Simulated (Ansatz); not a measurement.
Crystal: Si2Mo.

```
Mo Si
1.0
    -1.60000    1.60000    3.93050
     1.60000   -1.60000    3.93050
     1.60000    1.60000   -3.93050
Mo Si
1 2
Direct
  0.00000 0.00000 0.00000
  0.66700 0.66700 0.00000
  0.33300 0.33300 0.00000
```

A run of Ansatz 0.2.0 on this cell left the log below. Logs are shortened: lines on timing, memory, paths and dates and some standing lists are left out, and cuts for length are marked.

```text
Warning: RAYON_NUM_THREADS=2 ignored (pool sized by the plan → 2); use --threads N
basis.fft_grid_basis auto: the FFT boxes are laid along the combinations [[1, 0, 1], [0, 1, 1], [0, 0, 1]] of the cell's own vectors, 3.200, 3.200 and 4.535 Å long. The dense box has 24×24×32 points. Along the cell's own vectors, as sized, it would have 32×32×32, 1.78 times as many. Of the 16 symmetry operations that the crystal satisfies within crystal.symmetry.tolerance (time reversal apart; of a slab, those that keep its plane) the dense box along the cell's own vectors carries 16, and the one as laid loses 12 of those. basis.fft_grid_basis: typed keeps the cell's own vectors: state it where this run's energies or levels are differenced outside the engine with another run's, or held beside a run that keeps those vectors.
Engine: ansatz 0.2.0, aarch64-unknown-linux-gnu
Pseudopotentials: kind: paw
Pseudopotential: Mo, paw, valence charge 14, recommended cutoff 420 eV (normal), Mo.paw.azcp
Pseudopotential: Si, paw, valence charge 4, recommended cutoff 420 eV (normal), Si.paw.azcp
Functional definition: PBE
  parameter kappa = 0.804
  parameter beta = 0.06672455060314922
  exchange = pbe_x(kappa = kappa, mu = beta*pi^2/3)
  correlation = pbe_c(beta = beta)
Crystal: 3 atoms, lattice volume = 40.248 Å³
Basis set: ecut = 420 eV, 769 PW (Γ), FFT grids on a1+a3, a2+a3, a3, exchange–correlation on 48×48×64 points (8 copies of the dense FFT grid, shifted against one another)
Bands: 15, of which v1, the nominal top of the filled ones, is band 11 counted from 1 (10 counted from 0)
Symmetry: 16 space group operations
Space group: I4/mmm (ITA 139), of the structure as read, at distance tolerance 3.4e-5 Å
k-points: 163 of 1728
Non-local potential: Mo, projectors of the file, l = 0: 3, l = 1: 2, l = 2: 2, l = 3: 1
Non-local potential: Si, projectors of the file, l = 0: 2, l = 1: 2, l = 2: 2
PAW form: soft (Blöchl's): semilocal exchange-correlation on the pseudo side does not see the compensation charge
PAW one-centre angular grid: Mo, 590 points (default); XC on 64 Gauss nodes
PAW one-centre angular grid: Si, 110 points (default); XC on 64 Gauss nodes
Initial density: superposition of atomic densities (neutral atoms: chi_scale 0, normalization atom), corrected by the library's trained network
Initial wavefunctions: pseudopotential atomic-orbital guess
Functional: x = pbe(κ = 0.804, μ = 0.2195149727645171), c = pbe(β = 0.06672455060314922)
SCF iter   1: F=—  HF=-6229.119370 eV  |F-HF|=—  |Δ(HF+E_count)|=         —  Δρ=4.84e-3  dr2=8.85e-3  ethr=1.77e-3  ⟨swp⟩=5.4  Hψ=14041  notcnv=0
preconditioner: auto → none  [insulator: Δε(μ)=0.132 eV  Ē_g=7.722 eV  σ=0.050 eV  W_gap=0.58  n_scr=10 (ndim 8)  ℏωp=21.9 eV  f_vac=0.000  D(μ)=0.25/eV (n_scr^D=0)  ε∞_Penn≈9.0]
SCF iter   2: F=—  HF=-6229.117438 eV  |F-HF|=—  |Δ(HF+E_count)|=   1.93e-3  Δρ=1.85e-3  dr2=4.64e-4  ethr=4.02e-5  ⟨swp⟩=2.1  Hψ=5102  notcnv=0
SCF iter   3: F=—  HF=-6229.117549 eV  |F-HF|=—  |Δ(HF+E_count)|=   1.11e-4  Δρ=7.20e-4  dr2=5.67e-5  ethr=2.11e-6  ⟨swp⟩=2.0  Hψ=3319  notcnv=0
[... 57 lines left out ...]
  E_kinetic    = 530.212047
  E_local      = -1158.044902  (includes V_loc(G=0)·N_el)
  E_nonlocal   = 192.520958
  E_hartree    = 430.672238
  E_xc         = -298.078746
  E_vxc        = -328.299213  (∫ρ·V_xc dr)
  E_paw        = -4226.711417  (= ΣΔE_a)
  E_vpaw       = -148.869378  (= ΣTr[D̂ρ^β])
  E_aug_tail   = 0.000040  (compensation charges beyond the density's cutoff)
  E_ewald      = -1699.693548
  E_smearing   = -0.002531  (= −TS)
  E_closure    = 0.000000  (closes the sum)
  Σ components = -6229.125862   (vs F -6229.125862, Δ=0.00e0)
--- Forces (eV/Å), atoms counted from 1 ---
  atom   1  Mo     0.00000000     0.00000000     0.00000000
  atom   2  Si    -0.00000000     0.00000000     0.00033585
  atom   3  Si     0.00000000     0.00000000    -0.00033585
  max |Σ_I F_I| component: 1.32e-16 eV/Å
--- Stress (GPa, compression-positive) ---
        0.007983       0.000000       0.000000
        0.000000       0.007983       0.000000
        0.000000       0.000000       0.007296
  P = ⅓ Tr σ = 0.0078 GPa (0.078 kbar)
--- Band table (eV; the first three rows and the last of 163) ---
  k-point 0: bands = ["-44.9908", "-19.1317", "-19.0613", "-19.0613", "2.4217", "9.4373", "12.3191", "12.7539", "13.1599", "13.1599", "16.1003", "18.8180", "18.9882", "19.2152", "19.2152"]
  k-point 1: bands = ["-44.9886", "-19.1285", "-19.0773", "-19.0751", "2.6339", "9.6235", "11.6847", "12.6511", "12.8103", "13.8605", "15.3384", "18.2409", "19.0192", "19.2960", "19.3117"]
  k-point 2: bands = ["-44.9823", "-19.1198", "-19.1195", "-19.1126", "3.2486", "10.0759", "10.9941", "11.6187", "12.9945", "13.8943", "14.4242", "17.9122", "19.0475", "19.4605", "19.4685"]
  k-point 162: bands = ["-44.9903", "-19.1543", "-19.0629", "-19.0629", "4.2940", "5.7115", "12.2881", "13.5935", "15.1750", "15.1750", "15.2608", "15.2608", "16.2309", "20.4342", "20.7308"]
--- Relaxed structure (4 steps of the walk, 4 accepted, 1 SCFs on fresh bases) ---
  F+E_penalty+E_count = -6229.12586181 eV   max|allowed force component| = 3.358e-4 eV/Å   (the final SCF, on the basis selected at the relaxed cell)
  cell:  # Å, volume = 40.7356 Å³
    - [-1.6083795742882765, 1.6083795742882765, 3.936742794259166]
    - [1.6083795742882765, -1.6083795742882765, 3.936742794259166]
    - [1.6083795742882765, 1.6083795742882765, -3.936742794259166]
  atoms:
    - { symbol: Mo, position: [5.516866416412708e-20, 5.516866416412556e-20, -1.4266583104479825e-33] }
    - { symbol: Si, position: [0.6649058066922602, 0.6649058066922602, 7.290241049777638e-34] }
    - { symbol: Si, position: [0.33509419330774004, 0.33509419330774004, 6.590085067070575e-34] }
```

Task: What input gives this log?

Result: Relaxation of cell and atoms with PBE, no spin polarisation. The files as run (others can give the same):

input.yaml
```yaml
crystal:
  lattice:
    - [-1.6, 1.6, 3.9305]
    - [1.6, -1.6, 3.9305]
    - [1.6, 1.6, -3.9305]
  atoms:
    - { symbol: Mo, position: [0.0, 0.0, 0.0] }
    - { symbol: Si, position: [0.667, 0.667, 0.0] }
    - { symbol: Si, position: [0.333, 0.333, 0.0] }
hamiltonian:
  xc: pbe
  pseudopotentials: { kind: paw }
kpoints:
  mp_grid: { grid: [12, 12, 12] }
scf:
  occupations: { method: fermi_dirac, width: 0.05 }
output:
  forces: true
  stress: true
  eigenvalues: true
relax:
  f_tol: 0.01
  max_steps: 40
  cell: { stress_tol: 0.05 }
```

Potentials or basis: Ansatz PAW.
Run with:
```console
$ ansatz run input.yaml --threads 2 --pin off --max-ram 5632MiB --backend cpu --events-out ev --progress --plain --runs-dir out
```

Caveat: the plane-wave basis is chosen anew once the cell has moved, so the energies of steps on either side of that aren't comparable.
